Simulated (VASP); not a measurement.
# Hf (Im-3m) in VASP: further runs

The runs below take Hf through relaxation of cell and atoms, with r2SCAN.

Everything below comes from runs of VASP 6.6.1. Logs are shortened: lines on timing, memory, paths and dates and some standing lists are left out, and cuts for length are marked.

### 1 The crystal as given

The structure is cubic, space group Im-3m (No. 229). The conventional cell has a = 3.098 Å, b = 3.098 Å, c = 3.098 Å, α = 90.00°, β = 90.00°, γ = 90.00°. Around Hf (site symmetry m-3m) lie 8 Hf at 2.68 Å.

This isn't the form of Hf at room conditions, which is hcp.

### 2 Relaxation of cell and atoms, r2SCAN, target pressure 100 GPa, at which the enthalpy is minimised

INCAR reads:

```
PREC     = Accurate       # precision mode
ENCUT    = 520            # plane-wave cutoff, eV
EDIFF    = 1E-7           # SCF threshold, eV
ISMEAR   = 0              # smearing method
SIGMA    = 0.1            # smearing width, eV
LREAL    = False          # projectors in reciprocal space
LASPH    = True           # aspherical terms in the spheres
NELM     = 60             # most SCF steps
ALGO     = Normal         # electronic algorithm
ISIF     = 3              # what is computed and relaxed
LWAVE    = False          # write WAVECAR
LCHARG   = False          # write CHGCAR
METAGGA  = R2SCAN         # meta-GGA
LMIXTAU  = True         
IBRION   = 2              # ionic algorithm
NSW      = 80             # ionic steps
EDIFFG   = -0.002         # ionic threshold
PSTRESS  = 1000
```

KPOINTS reads:

```
Automatic mesh
0
Gamma
  16 16 16
```

POSCAR reads:

```
Hf                                      
1.0
   -1.5491599985      1.5491599985      1.5491599985
    1.5491599985     -1.5491599985      1.5491599985
    1.5491599985      1.5491599985     -1.5491599985
  Hf            
     1
Direct
     0.0000000000000000    0.0000000000000000    0.0000000000000000
```

Potentials or basis: VASP PAW PBE potentials, release 64 (Hf_pv).

Launch:

```
cat potpaw_PBE.64/Hf_pv/POTCAR > POTCAR
mpirun -np 1 vasp_std > vasp.out
```

OUTCAR:

```text
PREC = Accurate
   ENCUT = 520
   EDIFF = 1E-7
   ISMEAR = 0
   LREAL = False
   LASPH = True
   NELM = 60
   ISIF = 3
   METAGGA = R2SCAN
   IBRION = 2
   NSW = 80
   EDIFFG = -0.002
   PSTRESS = 1000

 ion  position               nearest neighbor table
   1  0.000  0.000  0.000-

  LATTYP: Found a body centered cubic cell.
 ALAT       =     3.0983199970

  Lattice vectors:

 A1 = (  -1.5491599985,   1.5491599985,   1.5491599985)
 A2 = (   1.5491599985,  -1.5491599985,   1.5491599985)
 A3 = (   1.5491599985,   1.5491599985,  -1.5491599985)

Analysis of symmetry for initial positions (statically):
=====================================================================
 Subroutine PRICEL returns:
 Original cell was already a primitive cell.

 Routine SETGRP: Setting up the symmetry group for a
 body centered cubic supercell.

 Subroutine GETGRP returns: Found 48 space group operations
 (whereof 48 operations were pure point group operations)
 out of a pool of 48 trial point group operations.

The static configuration has the point symmetry O_h .

Analysis of symmetry for dynamics (positions and initial velocities):
=====================================================================
 Subroutine PRICEL returns:
 Original cell was already a primitive cell.

 Routine SETGRP: Setting up the symmetry group for a
 body centered cubic supercell.

 Subroutine GETGRP returns: Found 48 space group operations
 (whereof 48 operations were pure point group operations)
 out of a pool of 48 trial point group operations.

The dynamic configuration has the point symmetry O_h .

 Subroutine INISYM returns: Found 48 space group operations
 (whereof 48 operations are pure point group operations),
 and found     1 'primitive' translations

----------------------------------------------------------------------------------------

                                     Primitive cell

  volume of cell :      14.8713

  direct lattice vectors                    reciprocal lattice vectors
    -1.549159998  1.549159998  1.549159998     0.000000000  0.322755558  0.322755558
     1.549159998 -1.549159998  1.549159998     0.322755558  0.000000000  0.322755558
     1.549159998  1.549159998 -1.549159998     0.322755558  0.322755558  0.000000000

  length of vectors
     2.683223826  2.683223826  2.683223826     0.456445288  0.456445288  0.456445288

  position of ions in fractional coordinates (direct lattice)
     0.000000000  0.000000000  0.000000000

[... 81 lines left out ...]
   ISIF   =      3    stress and relaxation
   ISYM   =      2    0-nonsym 1-usesym 2-fastsym
   POTIM  = 0.5000    time-step for ionic-motion
   TEBEG  =    0.0;   TEEND  =   0.0 temperature during run
   PSTRESS= 1000.0 pullay stress
   NELECT =      10.0000    total number of electrons
   NUPDOWN=      -1.0000    fix difference up-down
   EMIN   =  10.00;   EMAX   =-10.00  energy-range for DOS
   EFERMI =   0.00;   METHOD = LEGACY
   ISMEAR =     0;   SIGMA  =   0.10  broadening in eV -4-tet -1-fermi 0-gaus
   EFERMI_NEDOS =   21; number of points for ismear=-14 and -15
   IALGO  =     38    algorithm
   IMIX   =      4    mixing-type and parameters
     AMIX     =   0.40;   BMIX     =  1.00
     AMIX_MAG =   1.60;   BMIX_MAG =  1.00
  volume/ion in A,a.u.               =      14.87       100.36
  Fermi-wavevector in a.u.,A,eV,Ry     =   1.434251  2.710342 27.988226  2.057077
  Thomas-Fermi vector in A             =   2.553680
   LORBIT       =      0    0 simple, 1 ext, 2 COOP (PROOUT), +10 PAW based schemes
   METAGGA = R2SCAN    functional components
   LHFCALC =     F    Hartree Fock is set to
   AEXX    =    0.0000 exact exchange contribution
   IVDW    =     0    specifies the selected vdW correction
   LEPSILON=     F    determine dielectric tensor
   LRPA    =     F    only Hartree local field effects (RPA)
 conjugate gradient relaxation of ions
 non-spin polarized calculation
 Gauss-broadening in eV      SIGMA  =   0.10
  energy-cutoff  :      520.00
  volume of cell :       14.87
 maximum number of plane-waves:       420
   NGX =  9   NGY =  9   NGZ =  9

--------------------------------------- Ionic step        1  -------------------------------------------

 number of electron      10.0000002 magnetization

 Free energy of the ion-electron system (eV)
  ---------------------------------------------------
  ext. energy  EPLUGINS =         0.00000000
  ---------------------------------------------------
  free energy    TOTEN  =       -43.66149871 eV

  energy without entropy =      -43.65718956  energy(sigma->0) =      -43.65934414

------------------------ aborting loop because EDIFF is reached ----------------------------------------

  FORCE on cell =-STRESS in cart. coord.  units (eV):
  Direction    XX          YY          ZZ          XY          YZ          ZX
  --------------------------------------------------------------------------------------
  -------------------------------------------------------------------------------------
  Total        6.9595566      6.9595566      6.9595566     -0.0000000      0.0000000      0.0000000
  in kB      749.7963805    749.7963805    749.7963805     -0.0000000      0.0000000      0.0000000
  external PRESSURE =    -250.2036195 kB  Pullay stress =    1000.0000000 kB
[... 24 lines left out ...]
--------------------------------------- Ionic step        2  -------------------------------------------

 number of electron      10.0000001 magnetization

 E-fermi :  11.2119     XC(G=0): -16.7462

 val. band max:       11.1900391775   @ k =   0.1250   0.0625   0.0000
 cond. band min:      11.2379976762   @ k =  -0.2500   0.2500   0.1250
 fundamental gap:      0.0479584987
 Fermi energy:        11.2119064916

 k-point     1 :       0.0000    0.0000    0.0000
  band No.  band energies     occupation
      1     -16.7008      2.00000
      2     -16.7008      2.00000
      3     -16.7008      2.00000
      4       3.4573      2.00000
      5      12.6796      0.00000
      6      12.6796      0.00000
      7      12.6796      0.00000
      8      18.3779      0.00000
      9      18.3779      0.00000
[... 386 lines left out ...]
--------------------------------------- Ionic step        5  -------------------------------------------

 number of electron       9.9999998 magnetization

 Free energy of the ion-electron system (eV)
  ---------------------------------------------------
  ext. energy  EPLUGINS =         0.00000000
  ---------------------------------------------------
  free energy    TOTEN  =       -43.10187215 eV

  energy without entropy =      -43.09845500  energy(sigma->0) =      -43.10016357

 E-fermi :   8.3304     XC(G=0): -14.8804

 val. band max:        8.3185834751   @ k =   0.1875   0.1250  -0.0000
 cond. band min:       8.3479668339   @ k =  -0.3125  -0.4375   0.0625
 fundamental gap:      0.0293833588
 Fermi energy:         8.3304031921

 k-point     1 :       0.0000    0.0000    0.0000
  band No.  band energies     occupation
      1     -20.7773      2.00000
      2     -20.7773      2.00000
      3     -20.7773      2.00000
      4      -0.0995      2.00000
      5      10.1261      0.00000
      6      10.1261      0.00000
      7      10.1261      0.00000
      8      14.5717      0.00000
      9      14.5717      0.00000
[... 308 lines left out ...]
  energy  without entropy=      -43.0984549951  energy(sigma->0) =      -43.10016357

  enthalpy is  TOTEN    =       -34.4660265632 eV   P V=        8.6358455863

 reached required accuracy - stopping structural energy minimisation
```

CONTCAR:

```text
Hf
   1.00000000000000
    -1.5123482906378070    1.5123482906378070    1.5123482906378070
     1.5123482906378070   -1.5123482906378070    1.5123482906378070
     1.5123482906378070    1.5123482906378070   -1.5123482906378070
  Hf
     1
Direct
     0.0000000000000000    0.0000000000000000    0.0000000000000000

  0.00000000E+00  0.00000000E+00  0.00000000E+00
```

Wall time 3.4 min (1 thread of Intel Xeon Platinum 8488C (Sapphire Rapids), shared host); peak memory 0.16 GiB.

What came out:

- Free energy: -43.1019 eV
- Relaxed volume: 13.84 Å³/atom
- Relaxed cell: a = 2.619 Å, b = 2.619 Å, c = 2.619 Å, α = 109.47°, β = 109.47°, γ = 109.47°
- Space group after relaxing (to 0.05 Å): Im-3m (No. 229)
- Energy change on relaxing (the enthalpy is what falls): +559.6 meV/atom
- Ionic steps: 5
- Pressure after relaxing: 100.0 GPa
- Band gap on the k mesh: none (metal or under the smearing width)

Step by step:
| step | energy change (eV) | largest force (eV/Å) | pressure (GPa) | volume (Å³) |
| --- | --- | --- | --- | --- |
| 1 | 0.0000 | 0.0000 | 74.98 | 14.87 |
| 2 | 4.2664 | 0.0000 | 278.35 | 10.41 |
| 3 | 0.4691 | 0.0000 | 95.79 | 13.98 |
| 4 | 0.5424 | 0.0000 | 99.20 | 13.86 |
| 5 | 0.5596 | 0.0000 | 100.00 | 13.84 |

Final structure:
```
Hf
1.0
    -1.51235    1.51235    1.51235
     1.51235   -1.51235    1.51235
     1.51235    1.51235   -1.51235
Hf
1
Cartesian
  0.0000 0.0000 0.0000
```

Levels at points of the mesh, in eV from the Fermi level:
```csv
k point,band 2,band 3,band 4,band 5,band 6,band 7,band 8,band 9
"(0.00, 0.00, 0.00)",-29.11,-29.11,-8.43,1.80,1.80,1.80,6.24,6.24
"(0.50, 0.00, 0.00)",-30.16,-29.18,-5.52,-1.90,4.40,6.71,8.21,13.58
"(0.50, 0.50, 0.50)",-31.42,-31.42,-5.81,-5.81,11.32,11.32,11.32,13.04
```

Caveat: the cell is relaxed towards a set pressure, so the enthalpy falls and the energy may rise; the PAW data sets were made with another functional, which shifts forces and pressure a little. The run has no spin-orbit coupling, so splittings on Hf are missing.

### 3 Relaxation of cell and atoms, r2SCAN, target pressure 100 GPa, at which the enthalpy is minimised

This run uses another cell than the first one, of 13.84 Å³/atom, 0.930 times its volume.

INCAR is that of step 2.

KPOINTS is that of step 2.

POSCAR reads:

```
Hf                                      
1.0
   -1.5123482906      1.5123482906      1.5123482906
    1.5123482906     -1.5123482906      1.5123482906
    1.5123482906      1.5123482906     -1.5123482906
  Hf            
     1
Direct
     0.0000000000000000    0.0000000000000000    0.0000000000000000
```

Potentials or basis: VASP PAW PBE potentials, release 64 (Hf_pv).

Launch:

```
cat potpaw_PBE.64/Hf_pv/POTCAR > POTCAR
mpirun -np 1 vasp_std > vasp.out
```

OUTCAR:

```text
PREC = Accurate
   ENCUT = 520
   EDIFF = 1E-7
   ISMEAR = 0
   LREAL = False
   LASPH = True
   NELM = 60
   ISIF = 3
   METAGGA = R2SCAN
   IBRION = 2
   NSW = 80
   EDIFFG = -0.002
   PSTRESS = 1000

 ion  position               nearest neighbor table
   1  0.000  0.000  0.000-

  LATTYP: Found a body centered cubic cell.
 ALAT       =     3.0246965812

  Lattice vectors:

 A1 = (  -1.5123482906,   1.5123482906,   1.5123482906)
[... 477 lines left out ...]

  FORCE on cell =-STRESS in cart. coord.  units (eV):
  Direction    XX          YY          ZZ          XY          YZ          ZX
  --------------------------------------------------------------------------------------
  -------------------------------------------------------------------------------------
  Total        8.6370534      8.6370534      8.6370534      0.0000000     -0.0000000      0.0000000
  in kB     1000.1398554   1000.1398554   1000.1398554      0.0000000     -0.0000000      0.0000000
  external PRESSURE =       0.1398554 kB  Pullay stress =    1000.0000000 kB

 VOLUME and BASIS-vectors are now :
 -----------------------------------------------------------------------------
  energy-cutoff  :      520.00
  volume of cell :       13.84
      direct lattice vectors                 reciprocal lattice vectors
    -1.512348291  1.512348291  1.512348291     0.000000000  0.330611674  0.330611674
     1.512348291 -1.512348291  1.512348291     0.330611674  0.000000000  0.330611674
     1.512348291  1.512348291 -1.512348291     0.330611674  0.330611674  0.000000000

 POSITION                                       TOTAL-FORCE (eV/Angst)
 -----------------------------------------------------------------------------------
      0.00000      0.00000      0.00000         0.000000      0.000000     -0.000000
 -----------------------------------------------------------------------------------
    total drift:                                0.000000      0.000000      0.000000

  FREE ENERGIE OF THE ION-ELECTRON SYSTEM (eV)
  ---------------------------------------------------
  free  energy   TOTEN  =       -43.1016267860 eV

  energy  without entropy=      -43.0982100088  energy(sigma->0) =      -43.09991840

  enthalpy is  TOTEN    =       -34.4657812004 eV   P V=        8.6358455857

 reached required accuracy - stopping structural energy minimisation
```

CONTCAR:

```text
Hf
   1.00000000000000
    -1.5123482906000001    1.5123482906000001    1.5123482906000001
     1.5123482906000001   -1.5123482906000001    1.5123482906000001
     1.5123482906000001    1.5123482906000001   -1.5123482906000001
  Hf
     1
Direct
     0.0000000000000000    0.0000000000000000    0.0000000000000000

  0.00000000E+00  0.00000000E+00  0.00000000E+00
```

It took 54 s on 1 thread of Intel Xeon Platinum 8488C (Sapphire Rapids), shared host; peak memory 0.14 GiB.

Results:

| Quantity | Value |
| --- | --- |
| Free energy | -43.1016 eV |
| Pressure after relaxing | 100.0 GPa |
| Band gap on the k mesh | none (metal or under the smearing width) |

Final structure:
```
CELL_PARAMETERS angstrom
-1.51235 1.51235 1.51235
1.51235 -1.51235 1.51235
1.51235 1.51235 -1.51235
ATOMIC_POSITIONS crystal
Hf 0.00000 0.00000 0.00000
```

Caveat: the relaxation stopped at its first step, so nothing moved; the cell is relaxed towards a set pressure, so the enthalpy falls and the energy may rise; the PAW data sets were made with another functional, which shifts forces and pressure a little. The run has no spin-orbit coupling, so splittings on Hf are missing.
